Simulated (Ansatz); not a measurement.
# LiMgBN2 (I-4m2): the host for defect calculations, part 2 of 2

Aim: the runs on the perfect crystal LiMgBN2 (I-4m2) that a defect calculation needs first.

Ansatz 0.2.0; plane-wave PAW DFT, PBE; relaxation of the host's cell and atoms; PAW set soft_1 (the session's first sound run).

So far. Step 3 (Dielectric tensors of the host): The principal values of the electronic dielectric tensor are 2.83, 2.83 and 3.75. The principal values of the static dielectric tensor are 5.33, 5.33 and 6.37.

**5. Self-consistent run**

This step: plane-wave PAW DFT, PBE; single point of the defect-free supercell, a test of its k-points; PAW set soft_1 (Ansatz 0.2.0).

System of this step: LiMgBN2 (I-4m2). Symmetry: I-4m2, No. 119, tetragonal system. Conventional cell: a = 3.809 Å, b = 3.809 Å, c = 8.891 Å, α = 90.00°, β = 90.00°, γ = 90.00°. Li has 4 N at 2.10 Å nearest. Mg has 4 N at 2.10 Å nearest. Nearest to B lie 2 N at 1.34 Å. N has 1 B at 1.34 Å and 2 Li at 2.10 Å and 2 Mg at 2.10 Å nearest. Farther neighbours and most contacts between anions are not listed.

pristine.sampling/input.yaml reads:

```yaml
crystal:
  lattice:
    - [7.6172503392, 0.0, 0.0]
    - [0.0, 7.6172503392, 0.0]
    - [0.0, 0.0, 8.8913714871]
  atoms:
    - { symbol: Li, position: [0.0, 0.25, 0.75] }
    - { symbol: Li, position: [0.25, 0.0, 0.25] }
    - { symbol: Mg, position: [0.0, 0.25, 0.25] }
    - { symbol: Mg, position: [0.25, 0.0, 0.75] }
    - { symbol: B, position: [0.0, 0.0, 0.5] }
    - { symbol: B, position: [0.25, 0.25, 0.0] }
    - { symbol: "N", position: [0.0, 0.0, 0.6512217565] }
    - { symbol: "N", position: [0.25, 0.25, 0.1512217565] }
    - { symbol: "N", position: [0.0, 0.0, 0.3487782435] }
    - { symbol: "N", position: [0.25, 0.25, 0.8487782435] }
    - { symbol: Li, position: [0.0, 0.75, 0.75] }
    - { symbol: Li, position: [0.25, 0.5, 0.25] }
    - { symbol: Mg, position: [0.0, 0.75, 0.25] }
    - { symbol: Mg, position: [0.25, 0.5, 0.75] }
    - { symbol: B, position: [0.0, 0.5, 0.5] }
    - { symbol: B, position: [0.25, 0.75, 0.0] }
    - { symbol: "N", position: [0.0, 0.5, 0.6512217565] }
    - { symbol: "N", position: [0.25, 0.75, 0.1512217565] }
    - { symbol: "N", position: [0.0, 0.5, 0.3487782435] }
    - { symbol: "N", position: [0.25, 0.75, 0.8487782435] }
    - { symbol: Li, position: [0.5, 0.25, 0.75] }
    - { symbol: Li, position: [0.75, 0.0, 0.25] }
    - { symbol: Mg, position: [0.5, 0.25, 0.25] }
    - { symbol: Mg, position: [0.75, 0.0, 0.75] }
    - { symbol: B, position: [0.5, 0.0, 0.5] }
    - { symbol: B, position: [0.75, 0.25, 0.0] }
    - { symbol: "N", position: [0.5, 0.0, 0.6512217565] }
    - { symbol: "N", position: [0.75, 0.25, 0.1512217565] }
    - { symbol: "N", position: [0.5, 0.0, 0.3487782435] }
    - { symbol: "N", position: [0.75, 0.25, 0.8487782435] }
    - { symbol: Li, position: [0.5, 0.75, 0.75] }
    - { symbol: Li, position: [0.75, 0.5, 0.25] }
    - { symbol: Mg, position: [0.5, 0.75, 0.25] }
    - { symbol: Mg, position: [0.75, 0.5, 0.75] }
    - { symbol: B, position: [0.5, 0.5, 0.5] }
    - { symbol: B, position: [0.75, 0.75, 0.0] }
    - { symbol: "N", position: [0.5, 0.5, 0.6512217565] }
    - { symbol: "N", position: [0.75, 0.75, 0.1512217565] }
    - { symbol: "N", position: [0.5, 0.5, 0.3487782435] }
    - { symbol: "N", position: [0.75, 0.75, 0.8487782435] }
basis:
  ecutwfc: 420
  xc_grid: 2
hamiltonian:
  xc: pbe
  pseudopotentials: { kind: paw, azcp: { folder: soft_1 } }
kpoints:
  mp_grid: { grid: [1, 1, 1] }
scf:
  occupations: { method: fermi_dirac, width: 0.01 }
  max_iter: 80
```

Launch:

```
$ ansatz run input.yaml --threads 4 --pin off --max-ram 15073MiB --backend cpu --events-out ev --progress --plain --runs-dir out
```

Numbers of over 12 decimals in the logs are rounded to 6 here.

Log:

```text
[...]
Crystal: 40 atoms, lattice volume = 515.900 Å³
Basis set: ecut = 420 eV, 10073 PW (Γ), exchange–correlation on 108×108×120 points (8 copies of the dense FFT grid, shifted against one another)
Bands: 144, of which v1, the nominal top of the filled ones, is band 104 counted from 1 (103 counted from 0)
Symmetry: 64 space group operations
[...]
k-points: 1
[...]
SCF iter   1: F=—  HF=-24478.194620 eV  |F-HF|=—  |Δ(HF+E_count)|=         —  Δρ=1.04e-1  dr2=7.64e1  ethr=3.10e-3  ⟨swp⟩=6.0  Hψ=611  notcnv=0  defer=2
[...]
SCF iter   8: F=-24455.188771 eV  HF=-24455.188770 eV  |F-HF|=8.50e-7  |Δ(HF+E_count)|=   5.28e-5  Δρ=5.45e-6  dr2=1.53e-7  ethr=2.48e-10  ⟨swp⟩=2.0  Hψ=387  notcnv=0
SCF 1 converged in 8 iterations: F = -24455.188771 eV  dr2 = 1.53e-7
[...]
SCF converged after 8 iterations
Free energy (F): -24455.188771 eV
[...]
Internal energy: -24455.188771 eV  (E = F + TS)
E sigma→0 (E₀):  -24455.188771 eV
Fermi energy:    4.508647 eV
[...]
```

Wall time 1.6 s (4 threads of Arm Neoverse V1, shared host); peak memory 0.62 GiB.

Numbers from this step:

* energy over dense mesh: 0.03314 eV/atom

**6. Defect free supercell relaxed from its symmetric sites**

This cell, the one that will hold the defects, is built from the relaxed host. Its coarser k-points can move the atoms a little, so it is relaxed from the symmetric sites, as the reference for the test of stability.

This step: plane-wave PAW DFT, PBE; relaxation of the defect-free supercell from its symmetric sites; PAW set soft_1 (Ansatz 0.2.0).

pristine.symmetric/input.yaml, as its differences from pristine.sampling/input.yaml of step 5:

```diff
@@ -57 +57,12 @@
   max_iter: 80
+output:
+  forces: true
+relax:
+  f_tol: 0.01
+  max_steps: 60
+  escape_saddle: false
+checkpoint:
+  write: "../pristine.symmetric.run"
+  compress: false
+  write_wavefunctions: false
+  write_every: 100000
```

Log:

```text
[...]
Crystal: 40 atoms, lattice volume = 515.900 Å³
Basis set: ecut = 420 eV, 10073 PW (Γ), exchange–correlation on 108×108×120 points (8 copies of the dense FFT grid, shifted against one another)
Bands: 144, of which v1, the nominal top of the filled ones, is band 104 counted from 1 (103 counted from 0)
Symmetry: 64 space group operations
[...]
k-points: 1
[...]
SCF iter   1: F=—  HF=-24478.194620 eV  |F-HF|=—  |Δ(HF+E_count)|=         —  Δρ=1.04e-1  dr2=7.64e1  ethr=3.10e-3  ⟨swp⟩=6.0  Hψ=611  notcnv=0  defer=2
[...]
SCF iter   8: F=-24455.188771 eV  HF=-24455.188770 eV  |F-HF|=9.47e-7  |Δ(HF+E_count)|=   5.16e-5  Δρ=5.60e-6  dr2=1.67e-7  ethr=1.20e-9  ⟨swp⟩=5.0  Hψ=438  notcnv=0
SCF 1 converged in 8 iterations: F = -24455.188771 eV  dr2 = 1.67e-7
[...]
relax step   1: F+E_penalty+E_count = -24455.18877065 eV  Δ(F+E_penalty+E_count) = +0.000e0 eV  max|allowed force component| = 4.237e-2 eV/Å  Δτ_max = 0.0000 Å  (8 SCF iters, dr2 threshold 2.50e-6 eV, accepted)
[...]
relax step   2: F+E_penalty+E_count = -24455.18899479 eV  Δ(F+E_penalty+E_count) = -2.241e-4 eV  max|allowed force component| = 1.301e-2 eV/Å  Δτ_max = 0.0005 Å  (4 SCF iters, dr2 threshold 1.12e-7 eV, accepted)
SCF iter   1: F=—  HF=-24455.189286 eV  |F-HF|=—  |Δ(HF+E_count)|=         —  Δρ=4.48e-5  dr2=1.54e-5  ethr=7.55e-8  ⟨swp⟩=4.0  Hψ=271  notcnv=0  defer=32
[...]
SCF iter   3: F=-24455.189018 eV  HF=-24455.189018 eV  |F-HF|=4.49e-9  |Δ(HF+E_count)|=   4.21e-7  Δρ=2.90e-6  dr2=3.52e-8  ethr=4.81e-11  ⟨swp⟩=3.0  Hψ=487  notcnv=0
SCF 3 converged in 3 iterations: F = -24455.189018 eV  dr2 = 3.52e-8
relax step   3: F+E_penalty+E_count = -24455.18901836 eV  Δ(F+E_penalty+E_count) = -2.357e-5 eV  max|allowed force component| = 4.731e-5 eV/Å  Δτ_max = 0.0002 Å  (3 SCF iters, accepted)
SCF converged after 3 iterations
Free energy (F): -24455.189018 eV
[...]
Internal energy: -24455.189018 eV  (E = F + TS)
E sigma→0 (E₀):  -24455.189018 eV
Fermi energy:    4.508171 eV
[...]
--- Forces (eV/Å), atoms counted from 1 ---
  atom   1  Li    -0.00000000     0.00000000    -0.00000000
  atom   2  Li    -0.00000000     0.00000000     0.00000000
  atom   3  Mg    -0.00000000    -0.00000000     0.00000000
  atom   4  Mg    -0.00000000     0.00000000     0.00000000
  atom   5  B     -0.00000000     0.00000000     0.00000000
  atom   6  B     -0.00000000    -0.00000000     0.00000000
  atom   7  N      0.00000000    -0.00000000     0.00004731
  atom   8  N      0.00000000     0.00000000     0.00004731
  atom   9  N     -0.00000000     0.00000000    -0.00004731
  atom  10  N     -0.00000000    -0.00000000    -0.00004731
  atom  11  Li    -0.00000000    -0.00000000     0.00000000
  atom  12  Li    -0.00000000    -0.00000000    -0.00000000
  atom  13  Mg    -0.00000000    -0.00000000     0.00000000
  atom  14  Mg    -0.00000000     0.00000000    -0.00000000
  atom  15  B     -0.00000000    -0.00000000     0.00000000
  atom  16  B     -0.00000000    -0.00000000     0.00000000
  atom  17  N      0.00000000    -0.00000000     0.00004731
  atom  18  N      0.00000000     0.00000000     0.00004731
  atom  19  N     -0.00000000    -0.00000000    -0.00004731
  atom  20  N     -0.00000000    -0.00000000    -0.00004731
  atom  21  Li    -0.00000000     0.00000000    -0.00000000
  atom  22  Li     0.00000000     0.00000000     0.00000000
  atom  23  Mg    -0.00000000     0.00000000    -0.00000000
  atom  24  Mg    -0.00000000    -0.00000000    -0.00000000
  atom  25  B     -0.00000000    -0.00000000     0.00000000
  atom  26  B     -0.00000000    -0.00000000     0.00000000
  atom  27  N      0.00000000     0.00000000     0.00004731
  atom  28  N      0.00000000     0.00000000     0.00004731
  atom  29  N     -0.00000000     0.00000000    -0.00004731
  atom  30  N     -0.00000000     0.00000000    -0.00004731
  atom  31  Li    -0.00000000    -0.00000000    -0.00000000
  atom  32  Li     0.00000000     0.00000000     0.00000000
  atom  33  Mg    -0.00000000     0.00000000    -0.00000000
  atom  34  Mg    -0.00000000     0.00000000     0.00000000
  atom  35  B      0.00000000     0.00000000    -0.00000000
  atom  36  B     -0.00000000    -0.00000000    -0.00000000
  atom  37  N      0.00000000     0.00000000     0.00004731
  atom  38  N      0.00000000     0.00000000     0.00004731
  atom  39  N     -0.00000000     0.00000000    -0.00004731
  atom  40  N     -0.00000000     0.00000000    -0.00004731
  max |Σ_I F_I| component: 9.49e-20 eV/Å
--- Relaxed structure (3 steps of the walk, 3 accepted, 0 SCFs on fresh bases) ---
  F+E_penalty+E_count = -24455.18901836 eV   max|allowed force component| = 4.731e-5 eV/Å
  atoms:
    - { symbol: Li, position: [0, 0.25, 0.750000] }
    - { symbol: Li, position: [0.25, 0, 0.250000] }
    - { symbol: Mg, position: [0, 0.25, 0.250000] }
    - { symbol: Mg, position: [0.25, 0, 0.750000] }
    - { symbol: B, position: [0, 0, 0.500000] }
    - { symbol: B, position: [0.25, 0.25, 0] }
    - { symbol: N, position: [0, 0, 0.651304] }
    - { symbol: N, position: [0.25, 0.25, 0.151304] }
    - { symbol: N, position: [0, 0, 0.348696] }
    - { symbol: N, position: [0.25, 0.25, 0.848696] }
    - { symbol: Li, position: [0, 0.75, 0.750000] }
    - { symbol: Li, position: [0.25, 0.5, 0.250000] }
    - { symbol: Mg, position: [0, 0.75, 0.250000] }
    - { symbol: Mg, position: [0.25, 0.5, 0.750000] }
    - { symbol: B, position: [0, 0.5, 0.500000] }
    - { symbol: B, position: [0.25, 0.75, 0] }
    - { symbol: N, position: [0, 0.5, 0.651304] }
    - { symbol: N, position: [0.25, 0.75, 0.151304] }
    - { symbol: N, position: [0, 0.5, 0.348696] }
    - { symbol: N, position: [0.25, 0.75, 0.848696] }
    - { symbol: Li, position: [0.5, 0.25, 0.750000] }
    - { symbol: Li, position: [0.75, 0, 0.250000] }
    - { symbol: Mg, position: [0.5, 0.25, 0.250000] }
    - { symbol: Mg, position: [0.75, 0, 0.750000] }
    - { symbol: B, position: [0.5, 0, 0.500000] }
    - { symbol: B, position: [0.75, 0.25, 0] }
    - { symbol: N, position: [0.5, 0, 0.651304] }
    - { symbol: N, position: [0.75, 0.25, 0.151304] }
    - { symbol: N, position: [0.5, 0, 0.348696] }
    - { symbol: N, position: [0.75, 0.25, 0.848696] }
    - { symbol: Li, position: [0.5, 0.75, 0.750000] }
    - { symbol: Li, position: [0.75, 0.5, 0.250000] }
    - { symbol: Mg, position: [0.5, 0.75, 0.250000] }
    - { symbol: Mg, position: [0.75, 0.5, 0.750000] }
    - { symbol: B, position: [0.5, 0.5, 0.500000] }
    - { symbol: B, position: [0.75, 0.75, 0] }
    - { symbol: N, position: [0.5, 0.5, 0.651304] }
    - { symbol: N, position: [0.75, 0.75, 0.151304] }
    - { symbol: N, position: [0.5, 0.5, 0.348696] }
    - { symbol: N, position: [0.75, 0.75, 0.848696] }
```

It took 3.8 s on 4 threads; peak memory 0.64 GiB.

Hardly anything moved in the relaxation; the energy changed by under 0.2 meV an atom.

**7. Defect free supercell relaxed from displaced atoms**

This step: plane-wave PAW DFT, PBE; relaxation of the defect-free supercell from random displacements, a test of the host's stability; PAW set soft_1 (Ansatz 0.2.0).

pristine.rattled/input.yaml, as its differences from pristine.symmetric/input.yaml of step 6:

```diff
@@ -61,6 +61,6 @@
   f_tol: 0.01
-  max_steps: 60
-  escape_saddle: false
+  max_steps: 120
+  random_displacement: { amplitude: 0.08, seed: 3857 }
 checkpoint:
-  write: "../pristine.symmetric.run"
+  write: "../pristine.rattled.run"
   compress: false
```

Log:

```text
[...]
Crystal: 40 atoms, lattice volume = 515.900 Å³
Basis set: ecut = 420 eV, 10073 PW (Γ), exchange–correlation on 108×108×120 points (8 copies of the dense FFT grid, shifted against one another)
Bands: 144, of which v1, the nominal top of the filled ones, is band 104 counted from 1 (103 counted from 0)
Symmetry: 1 space group operations
k-points: 1
[...]
SCF iter   1: F=—  HF=-24476.024178 eV  |F-HF|=—  |Δ(HF+E_count)|=         —  Δρ=1.10e-1  dr2=8.10e1  ethr=3.10e-3  ⟨swp⟩=7.0  Hψ=668  notcnv=0  defer=4
[...]
SCF iter   9: F=-24451.045088 eV  HF=-24451.045088 eV  |F-HF|=1.92e-7  |Δ(HF+E_count)|=   2.61e-6  Δρ=4.13e-6  dr2=7.90e-8  ethr=6.72e-10  ⟨swp⟩=2.0  Hψ=467  notcnv=0
SCF 1 converged in 9 iterations: F = -24451.045088 eV  dr2 = 7.90e-8
[...]
relax step   1: F+E_penalty+E_count = -24451.04508815 eV  Δ(F+E_penalty+E_count) = +0.000e0 eV  max|allowed force component| = 1.371e1 eV/Å  Δτ_max = 0.0000 Å  (9 SCF iters, dr2 threshold 2.50e-6 eV, accepted)
[...]
relax step   2: F+E_penalty+E_count = -24454.49102194 eV  Δ(F+E_penalty+E_count) = -3.446e0 eV  max|allowed force component| = 4.192e0 eV/Å  Δτ_max = 0.0801 Å  (6 SCF iters, dr2 threshold 1.00e-4 eV, accepted)
relax step   3: F+E_penalty+E_count = -24455.18703976 eV  Δ(F+E_penalty+E_count) = -6.960e-1 eV  max|allowed force component| = 6.949e-2 eV/Å  Δτ_max = 0.0773 Å  (6 SCF iters, dr2 threshold 1.00e-4 eV, accepted)
relax step   4: F+E_penalty+E_count = -24455.18900971 eV  Δ(F+E_penalty+E_count) = -1.970e-3 eV  max|allowed force component| = 1.677e-3 eV/Å  Δτ_max = 0.0123 Å  (6 SCF iters, dr2 threshold 3.02e-7 eV, accepted)
[...]
SCF iter   3: F=-24455.189010 eV  HF=-24455.189010 eV  |F-HF|=2.98e-8  |Δ(HF+E_count)|=   5.63e-8  Δρ=1.60e-6  dr2=2.43e-8  ethr=3.19e-11  ⟨swp⟩=2.0  Hψ=351  notcnv=0
SCF 5 converged in 3 iterations: F = -24455.189010 eV  dr2 = 2.43e-8
relax step   5: F+E_penalty+E_count = -24455.18900980 eV  Δ(F+E_penalty+E_count) = -9.114e-8 eV  max|allowed force component| = 1.696e-3 eV/Å  Δτ_max = 0.0000 Å  (3 SCF iters, accepted)
SCF converged after 3 iterations
Free energy (F): -24455.189010 eV
[...]
Internal energy: -24455.189010 eV  (E = F + TS)
E sigma→0 (E₀):  -24455.189010 eV
Fermi energy:    4.508123 eV
[...]
--- Forces (eV/Å), atoms counted from 1 ---
  atom   1  Li     0.00031285    -0.00023185     0.00045445
  atom   2  Li     0.00038411    -0.00065023    -0.00091790
  atom   3  Mg     0.00043381     0.00038452     0.00030350
  atom   4  Mg    -0.00008841    -0.00043424     0.00041768
  atom   5  B     -0.00031233     0.00015757     0.00130288
  atom   6  B     -0.00016188     0.00045142     0.00061028
  atom   7  N     -0.00037038     0.00015024    -0.00007079
  atom   8  N     -0.00015117    -0.00116110     0.00054099
  atom   9  N     -0.00088532    -0.00042218     0.00037695
  atom  10  N     -0.00027861     0.00130121     0.00057553
  atom  11  Li    -0.00010322     0.00047461    -0.00048646
  atom  12  Li    -0.00068290    -0.00005552    -0.00002315
  atom  13  Mg    -0.00054134    -0.00034613    -0.00020634
  atom  14  Mg    -0.00007532    -0.00033220    -0.00040905
  atom  15  B      0.00015762     0.00041835    -0.00169340
  atom  16  B     -0.00001901     0.00036382     0.00092159
  atom  17  N      0.00034649     0.00076776    -0.00072107
  atom  18  N     -0.00025147    -0.00062562    -0.00048012
  atom  19  N     -0.00006039    -0.00019840     0.00017925
  atom  20  N     -0.00000173     0.00061690     0.00097638
  atom  21  Li    -0.00006782     0.00099746     0.00096172
  atom  22  Li    -0.00037883    -0.00016775    -0.00009416
  atom  23  Mg    -0.00033720    -0.00072403     0.00027880
  atom  24  Mg     0.00090414    -0.00014079    -0.00045648
  atom  25  B      0.00017882    -0.00019358     0.00001490
  atom  26  B      0.00009542    -0.00053814    -0.00007889
  atom  27  N     -0.00002651     0.00028682     0.00003114
  atom  28  N     -0.00005838    -0.00038128    -0.00061193
  atom  29  N      0.00069697    -0.00012483     0.00023852
  atom  30  N      0.00080860     0.00065676     0.00026747
  atom  31  Li     0.00056591    -0.00090669     0.00043509
  atom  32  Li    -0.00006985     0.00027463    -0.00046324
  atom  33  Mg     0.00014709     0.00138578    -0.00021725
  atom  34  Mg    -0.00042538     0.00007524    -0.00113946
  atom  35  B     -0.00005985    -0.00053983     0.00015547
  atom  36  B      0.00015774     0.00031694    -0.00052885
  atom  37  N     -0.00030511     0.00029870    -0.00026327
  atom  38  N      0.00004451    -0.00030885    -0.00084336
  atom  39  N      0.00049763    -0.00059406     0.00049673
  atom  40  N      0.00000367    -0.00027164     0.00025612
  max |Σ_I F_I| component: 9.03e-5 eV/Å
--- Relaxed structure (5 steps of the walk, 5 accepted, 0 SCFs on fresh bases) ---
  F+E_penalty+E_count = -24455.18900980 eV   max|allowed force component| = 1.696e-3 eV/Å
  atoms:
    - { symbol: Li, position: [0.002136, 0.250145, 0.749072] }
    - { symbol: Li, position: [0.252224, 0.000406, 0.249070] }
    - { symbol: Mg, position: [0.002244, 0.250399, 0.249078] }
    - { symbol: Mg, position: [0.252151, 0.000140, 0.749033] }
    - { symbol: B, position: [0.002200, 0.000276, 0.499064] }
    - { symbol: B, position: [0.252208, 0.250246, -0.000963] }
    - { symbol: N, position: [0.002133, 0.000135, 0.650370] }
    - { symbol: N, position: [0.252230, 0.250432, 0.150341] }
    - { symbol: N, position: [0.002278, 0.000400, 0.347760] }
    - { symbol: N, position: [0.252177, 0.250100, 0.847733] }
    - { symbol: Li, position: [0.002151, 0.750139, 0.749134] }
    - { symbol: Li, position: [0.252242, 0.500378, 0.249091] }
    - { symbol: Mg, position: [0.002260, 0.750368, 0.249118] }
    - { symbol: Mg, position: [0.252171, 0.500141, 0.749101] }
    - { symbol: B, position: [0.002184, 0.500257, 0.499159] }
    - { symbol: B, position: [0.252199, 0.750250, -0.000939] }
    - { symbol: N, position: [0.002129, 0.500129, 0.650464] }
    - { symbol: N, position: [0.252229, 0.750373, 0.150367] }
    - { symbol: N, position: [0.002255, 0.500375, 0.347852] }
    - { symbol: N, position: [0.252164, 0.750148, 0.847756] }
    - { symbol: Li, position: [0.502162, 0.250115, 0.749008] }
    - { symbol: Li, position: [0.752242, 0.000382, 0.249103] }
    - { symbol: Mg, position: [0.502220, 0.250405, 0.249061] }
    - { symbol: Mg, position: [0.752140, 0.000142, 0.749104] }
    - { symbol: B, position: [0.502180, 0.000276, 0.499048] }
    - { symbol: B, position: [0.752179, 0.250260, -0.000888] }
    - { symbol: N, position: [0.502167, 0.000133, 0.650352] }
    - { symbol: N, position: [0.752239, 0.250411, 0.150418] }
    - { symbol: N, position: [0.502191, 0.000397, 0.347745] }
    - { symbol: N, position: [0.752114, 0.250121, 0.847808] }
    - { symbol: Li, position: [0.502145, 0.750181, 0.749063] }
    - { symbol: Li, position: [0.752238, 0.500375, 0.249183] }
    - { symbol: Mg, position: [0.502213, 0.750361, 0.249087] }
    - { symbol: Mg, position: [0.752141, 0.500157, 0.749176] }
    - { symbol: B, position: [0.502189, 0.500291, 0.499101] }
    - { symbol: B, position: [0.752194, 0.750256, -0.000851] }
    - { symbol: N, position: [0.502179, 0.500163, 0.650405] }
    - { symbol: N, position: [0.752244, 0.750361, 0.150453] }
    - { symbol: N, position: [0.502196, 0.500388, 0.347797] }
    - { symbol: N, position: [0.752142, 0.750170, 0.847843] }
```

It took 8 s on 4 threads; peak memory 0.64 GiB; 29 s of CPU time.

Relaxation path:

| step | energy less that of the first step (eV) | largest force component (eV/Å) |
| --- | --- | --- |
| 1 | 0.0000 | 13.7091 |
| 2 | -3.4459 | 4.1921 |
| 3 | -4.1420 | 0.0695 |
| 4 | -4.1439 | 0.0017 |
| 5 | -4.1439 | 0.0017 |

The relaxation ends 104 meV an atom lower than the displaced start, with a largest force component of 0.0017 eV/Å.

**8. What came out**

```
primitive cell vectors, lengths                                      : 5.198, 5.198, 5.198 Å
electronic dielectric constant                                       : principal values (2.83, 2.83, 3.75)
static dielectric constant                                           : principal values (5.33, 5.33, 6.37)
gap on the k-mesh of the response run (PBE)                          : 2.65 eV
supercell relaxed in its symmetry less the displaced and relaxed one : 0.000 eV
energy an atom at the zone centre alone less that on the dense mesh  : 0.033 eV
```

Step 7: The energy fell by 4.144 eV from the randomly displaced start; the atoms end within 0.005 Å of the sites as typed, once the mean shift is taken out. The displaced cell ends within 0.01 eV of the symmetric one relaxed in its symmetry, so no lower structure shows in this supercell. The k-mesh can miss the band edges, so this gap is an upper bound at this level. All at zero temperature.

[Logs are printed without paths, hosts, clocks, repeated set-up lines and the standing remarks that a program may print on its own settings, such as how far it seeks lower states.]

[Hosts, paths, dates, database ids (printed as entryN), source tags and the programs' standing remarks are cut or masked in the printed files.]

[Runs of the host that timed out are not shown.]

[For some hosts the program warned that the k-mesh of the response run may be too coarse for force constants and the static dielectric constant; such warnings are not always shown.]
